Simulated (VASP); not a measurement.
# K in VASP: notebook

Aim: see how the results for K move with the level of theory and the settings. Levels: PBE, PBE+dDsC, r2SCAN0+D3(BJ), RPBE+D3(BJ). Tasks: relaxation of the atoms, single point, electrostatic potential.

All numbers are computed with VASP 6.6.1; they aren't measurements. Logs are shortened: lines on timing, memory, paths and dates and some standing lists are left out, and cuts for length are marked.

### 1 The slab as given

The cell holds a slab with vacuum, 3 atoms: a = 4.535 Å, b = 4.535 Å, c = 22.405 Å, α = 90.00°, β = 90.00°, γ = 109.47°.

The slab is cut from a database's or a generator's crystal, which needn't be the stable form of the element.

### 2 Relaxation of the atoms, PBE (the (1 1 0) slab of K, cut from the database cell, not relaxed)

INCAR reads:

```
PREC = Accurate
ENCUT = 520
EDIFF = 1E-7
ISMEAR = 0
SIGMA = 0.05
LREAL = False
LASPH = True
NELM = 100
ALGO = Normal
ISIF = 2
LWAVE = False
LCHARG = False
LDIPOL = True
IDIPOL = 3
DIPOL = 0.5 0.5 0.500
GGA = PE
IBRION = 2
NSW = 60
EDIFFG = -0.005
```

KPOINTS reads:

```
Automatic mesh
0
Gamma
  6 6 1
```

POSCAR reads:

```
K
1.0
    4.5345090142      0.0000000000      0.0000000000
   -1.5115030047      4.2751760977      0.0000000000
    0.0000000000      0.0000000000     22.4048222126
K
3
Selective dynamics
Direct
    0.5000000000      0.5000000000      0.3347493646  F F F
    0.0000000000      0.0000000000      0.5000000000  T T T
    0.5000000000      0.5000000000      0.6652506354  T T T
```

Potentials or basis: VASP PAW PBE potentials, release 64 (K_sv).

Launch:

```bash
cat potpaw_PBE.64/K_sv/POTCAR > POTCAR
mpirun -np 1 vasp_std > vasp.out
```

OUTCAR:

```text
PREC = Accurate
   ENCUT = 520
   EDIFF = 1E-7
   ISMEAR = 0
   LREAL = False
   LASPH = True
   NELM = 100
   ISIF = 2
   GGA = PE
   IBRION = 2
   NSW = 60
   EDIFFG = -0.005

 ion  position               nearest neighbor table
   1  0.500  0.500  0.335-
   2  0.000  0.000  0.500-
   3  0.500  0.500  0.665-

  LATTYP: Found a base centered orthorhombic cell.
 ALAT       =     5.2360000000
 B/A-ratio  =     1.4142135624
 C/A-ratio  =     4.2789958389

  Lattice vectors:

 A1 = (   4.5345090142,   0.0000000000,   0.0000000000)
 A2 = (  -1.5115030047,   4.2751760977,   0.0000000000)
 A3 = (   0.0000000000,   0.0000000000,  22.4048222126)

Analysis of symmetry for initial positions (statically):
=====================================================================
 Subroutine PRICEL returns:
 Original cell was already a primitive cell.

 Routine SETGRP: Setting up the symmetry group for a
 base centered orthorhombic supercell.

 Subroutine GETGRP returns: Found  8 space group operations
 (whereof  8 operations were pure point group operations)
 out of a pool of  8 trial point group operations.

The static configuration has the point symmetry D_2h.

Analysis of symmetry for dynamics (positions and initial velocities):
=====================================================================
 Subroutine PRICEL returns:
 Original cell was already a primitive cell.

 Routine SETGRP: Setting up the symmetry group for a
 base centered orthorhombic supercell.

 Subroutine GETGRP returns: Found  8 space group operations
 (whereof  8 operations were pure point group operations)
 out of a pool of  8 trial point group operations.

The dynamic configuration has the point symmetry D_2h.

Analysis of constrained symmetry for selective dynamics:
=====================================================================
 Subroutine PRICEL returns:
 Original cell was already a primitive cell.

 Routine SETGRP: Setting up the symmetry group for a
 base centered orthorhombic supercell.

 Subroutine GETGRP returns: Found  4 space group operations
 (whereof  4 operations were pure point group operations)
 out of a pool of  8 trial point group operations.

The constrained configuration has the point symmetry C_2v.

 Subroutine INISYM returns: Found  4 space group operations
 (whereof  4 operations are pure point group operations),
 and found     1 'primitive' translations

----------------------------------------------------------------------------------------

                                     Primitive cell

  volume of cell :     434.3360

  direct lattice vectors                    reciprocal lattice vectors
     4.534509014  0.000000000  0.000000000     0.220531042  0.077969498  0.000000000
    -1.511503005  4.275176098  0.000000000     0.000000000  0.233908493  0.000000000
     0.000000000  0.000000000 22.404822213     0.000000000  0.000000000  0.044633249

  length of vectors
     4.534509014  4.534509014 22.404822213     0.233908493  0.233908493  0.044633249

  position of ions in fractional coordinates (direct lattice)
     0.500000000  0.500000000  0.334749365
     0.000000000  0.000000000  0.500000000
     0.500000000  0.500000000  0.665250635

  ion indices of the primitive-cell ions
   primitive index   ion index
                 1           1
                 2           2
                 3           3

----------------------------------------------------------------------------------------

 KPOINTS: Automatic mesh

[... 55 lines left out ...]
   EDIFF  = 0.1E-06   stopping-criterion for ELM
   LREAL  =      F    real-space projection
   EDIFFG = -.5E-02   stopping-criterion for IOM
   NSW    =     60    number of steps for IOM
   IBRION =      2    ionic relax: 0-MD 1-quasi-New 2-CG
   NFREE  =      1    steps in history (QN), initial steepest desc. (CG)
   ISIF   =      2    stress and relaxation
   ISYM   =      2    0-nonsym 1-usesym 2-fastsym
   POTIM  = 0.5000    time-step for ionic-motion
   TEBEG  =    0.0;   TEEND  =   0.0 temperature during run
   PSTRESS=    0.0 pullay stress
   NELECT =      27.0000    total number of electrons
   NUPDOWN=      -1.0000    fix difference up-down
   EMIN   =  10.00;   EMAX   =-10.00  energy-range for DOS
   EFERMI =   0.00;   METHOD = LEGACY
   ISMEAR =     0;   SIGMA  =   0.05  broadening in eV -4-tet -1-fermi 0-gaus
   EFERMI_NEDOS =   21; number of points for ismear=-14 and -15
   IALGO  =     38    algorithm
   IMIX   =      4    mixing-type and parameters
     AMIX     =   0.40;   BMIX     =  1.00
     AMIX_MAG =   1.60;   BMIX_MAG =  1.00
  volume/ion in A,a.u.               =     144.78       977.01
  Fermi-wavevector in a.u.,A,eV,Ry     =   0.648516  1.225518  5.722247  0.420573
  Thomas-Fermi vector in A             =   1.717174
   LORBIT       =      0    0 simple, 1 ext, 2 COOP (PROOUT), +10 PAW based schemes
   GGA     = PE    functional components
   LHFCALC =     F    Hartree Fock is set to
   AEXX    =    0.0000 exact exchange contribution
   IVDW    =     0    specifies the selected vdW correction
   LEPSILON=     F    determine dielectric tensor
   LRPA    =     F    only Hartree local field effects (RPA)
 conjugate gradient relaxation of ions
 non-spin polarized calculation
 Gauss-broadening in eV      SIGMA  =   0.05
  energy-cutoff  :      520.00
  volume of cell :      434.34
 maximum number of plane-waves:     11730
 NGX is ok and might be reduce to    36
   NGX = 17   NGY = 17   NGZ = 83

--------------------------------------- Ionic step        1  -------------------------------------------

 number of electron      26.9999999 magnetization

 Free energy of the ion-electron system (eV)
  ---------------------------------------------------
  ext. energy  EPLUGINS =         0.00000000
  ---------------------------------------------------
  free energy    TOTEN  =        -2.87812619 eV

  energy without entropy =       -2.87484235  energy(sigma->0) =       -2.87648427

------------------------ aborting loop because EDIFF is reached ----------------------------------------

  FORCE on cell =-STRESS in cart. coord.  units (eV):
  Direction    XX          YY          ZZ          XY          YZ          ZX
  --------------------------------------------------------------------------------------
  -------------------------------------------------------------------------------------
  Total       -0.0369235     -0.1716310      0.0959881     -0.1905052      0.0000000      0.0000000
  in kB       -0.1362033     -0.6331120      0.3540805     -0.7027350      0.0000000      0.0000000
  external PRESSURE =      -0.1384116 kB  Pullay stress =       0.0000000 kB
[... 18 lines left out ...]
  FREE ENERGIE OF THE ION-ELECTRON SYSTEM (eV)
  ---------------------------------------------------
  free  energy   TOTEN  =        -2.8781261899 eV

  energy  without entropy=       -2.8748423453  energy(sigma->0) =       -2.87648427

 dipolmoment           0.000000      0.000000     -0.000003 electrons x Angstroem

--------------------------------------- Ionic step        2  -------------------------------------------

 number of electron      26.9999999 magnetization

------------------------ aborting loop because EDIFF is reached ----------------------------------------
[... 63 lines left out ...]
  FREE ENERGIE OF THE ION-ELECTRON SYSTEM (eV)
  ---------------------------------------------------
  free  energy   TOTEN  =        -2.8781733010 eV

  energy  without entropy=       -2.8748944333  energy(sigma->0) =       -2.87653387

[... ionic steps 4 to 7 ...]

--------------------------------------- Ionic step        8  -------------------------------------------

 number of electron      26.9999999 magnetization

------------------------ aborting loop because EDIFF is reached ----------------------------------------
[... 34 lines left out ...]
 number of electron      26.9999999 magnetization

------------------------ aborting loop because EDIFF is reached ----------------------------------------

 vacuum level on the upper side and lower side of the slab       (xc-potential included)        -0.421         0.074

  FORCE on cell =-STRESS in cart. coord.  units (eV):
  Direction    XX          YY          ZZ          XY          YZ          ZX
  --------------------------------------------------------------------------------------
  -------------------------------------------------------------------------------------
  Total       -0.0515849     -0.1885139      0.0008060     -0.1936469      0.0000000      0.0000000
  in kB       -0.1902863     -0.6953897      0.0029731     -0.7143241      0.0000000      0.0000000
  external PRESSURE =      -0.2942343 kB  Pullay stress =       0.0000000 kB
[... 24 lines left out ...]
--------------------------------------- Ionic step       10  -------------------------------------------

 number of electron      26.9999999 magnetization

 dipolmoment           0.000000      0.000000      0.000050 electrons x Angstroem

 Free energy of the ion-electron system (eV)
  ---------------------------------------------------
  ext. energy  EPLUGINS =         0.00000000
  ---------------------------------------------------
  free energy    TOTEN  =        -2.87901071 eV

  energy without entropy =       -2.87595984  energy(sigma->0) =       -2.87748527

 E-fermi :  -1.1177     XC(G=0):  -3.4556

 val. band max:       -1.2484529356   @ k =   0.5000   0.1667   0.0000
 cond. band min:      -1.0884153435   @ k =   0.3333   0.1667   0.0000
 fundamental gap:      0.1600375921
 Fermi energy:        -1.1177491719

 k-point     1 :       0.0000    0.0000    0.0000
  band No.  band energies     occupation
      1     -33.5030      2.00000
      2     -33.5015      2.00000
      3     -33.3143      2.00000
      4     -17.0000      2.00000
      5     -16.9973      2.00000
      6     -16.9519      2.00000
[... 239 lines left out ...]
      6     -16.9889      2.00000
[... 9 lines left out ...]
     16       0.0100      0.00000
     17       0.4481      0.00000

------------------------ aborting loop because EDIFF is reached ----------------------------------------

 vacuum level on the upper side and lower side of the slab       (xc-potential included)        -0.485        -0.775

  FORCE on cell =-STRESS in cart. coord.  units (eV):
  Direction    XX          YY          ZZ          XY          YZ          ZX
  --------------------------------------------------------------------------------------
  -------------------------------------------------------------------------------------
  Total       -0.0560165     -0.1941451     -0.0322915     -0.1953433      0.0000000      0.0000000
  in kB       -0.2066335     -0.7161619     -0.1191167     -0.7205819      0.0000000      0.0000000
  external PRESSURE =      -0.3473040 kB  Pullay stress =       0.0000000 kB
[... 18 lines left out ...]
  FREE ENERGIE OF THE ION-ELECTRON SYSTEM (eV)
  ---------------------------------------------------
  free  energy   TOTEN  =        -2.8790107069 eV

  energy  without entropy=       -2.8759598360  energy(sigma->0) =       -2.87748527

 reached required accuracy - stopping structural energy minimisation

 vacuum level on the upper side and lower side of the slab         0.710         0.538
```

It took 11 min on 1 thread of Intel Xeon Platinum 8488C (Sapphire Rapids), shared host; peak memory 0.54 GiB.

Results:

| Property | Result |
| --- | --- |
| Free energy | -2.8790 eV |
| Energy gained by relaxing | 0.3 meV/atom |
| Ionic steps | 10 |
| Band gap on the k mesh | none (metal or under the smearing width) |

Step by step:
| step | energy change (eV) | largest force (eV/Å) | pressure (GPa) |
| --- | --- | --- | --- |
| 1 | 0.0000 | 0.0159 | -0.01 |
| 2 | 0.0000 | 0.0158 | -0.01 |
| 3 | 0.0000 | 0.0158 | -0.01 |
| 4 | -0.0001 | 0.0155 | -0.02 |
| 5 | -0.0002 | 0.0153 | -0.02 |
| 6 | -0.0004 | 0.0151 | -0.02 |
| 7 | -0.0005 | 0.0160 | -0.03 |
| 8 | -0.0006 | 0.0144 | -0.03 |
| 9 | -0.0007 | 0.0108 | -0.03 |
| 10 | -0.0009 | 0.0039 | -0.03 |

Final structure:
```
K
1.0
     4.53451    0.00000    0.00000
    -1.51150    4.27518    0.00000
     0.00000    0.00000   22.40482
K
3
Direct
  0.50000 0.50000 0.33475
  0.00000 0.00000 0.50244
  0.50000 0.50000 0.67095
```

### 3 Relaxation of the atoms, PBE+dDsC (the (1 1 0) slab of K, cut from the database cell, not relaxed)

INCAR reads:

```
ALGO = Normal
DIPOL = 0.5 0.5 0.500
EDIFF = 1E-6
EDIFFG = -0.005
ENCUT = 520
GGA = PE
IBRION = 2
IDIPOL = 3
ISIF = 2
ISMEAR = 0
IVDW = 4
LASPH = T
LCHARG = F
LDIPOL = T
LREAL = F
LWAVE = F
NELM = 60
NSW = 60
PREC = Accurate
SIGMA = 0.05
```

KPOINTS reads:

```
k-points
0
Gamma
  6 6 1
```

POSCAR is that of step 2.

Potentials or basis: VASP PAW PBE potentials, release 64 (K_sv).

Launch:

```bash
cat potpaw_PBE.64/K_sv/POTCAR > POTCAR
mpirun -np 1 vasp_std > vasp.out
```

Wall time 1.9 min (1 thread of Intel Xeon Platinum 8488C (Sapphire Rapids), shared host); peak memory 0.49 GiB.

It converged, with:

| Item | Value |
| --- | --- |
| Free energy | -3.0988 eV |
| Band gap on the k mesh | none (metal or under the smearing width) |
| Dispersion energy per atom | -0.074 eV |

Final structure:
```
K
1.0
     4.53451    0.00000    0.00000
    -1.51150    4.27518    0.00000
     0.00000    0.00000   22.40482
K
3
Direct
  0.50000 0.50000 0.33475
  0.00000 0.00000 0.50000
  0.50000 0.50000 0.66525
```

Levels at points of the mesh, in eV from the Fermi level:
| k point | band 10 | band 11 | band 12 | band 13 | band 14 | band 15 | band 16 | band 17 |
| --- | --- | --- | --- | --- | --- | --- | --- | --- |
| (0.00, 0.00, 0.00) | -15.66 | -15.64 | -15.63 | -2.06 | -1.46 | -0.53 | 0.59 | 1.28 |
| (0.50, 0.00, 0.00) | -15.69 | -15.65 | -15.63 | 0.04 | 0.09 | 0.50 | 0.67 | 1.34 |
| (0.50, 0.50, 0.00) | -15.69 | -15.67 | -15.65 | 0.58 | 0.73 | 1.08 | 1.13 | 1.56 |

Caveat: the relaxation stopped at its first step, so nothing moved.

(Part 1 of 2 ends here.)
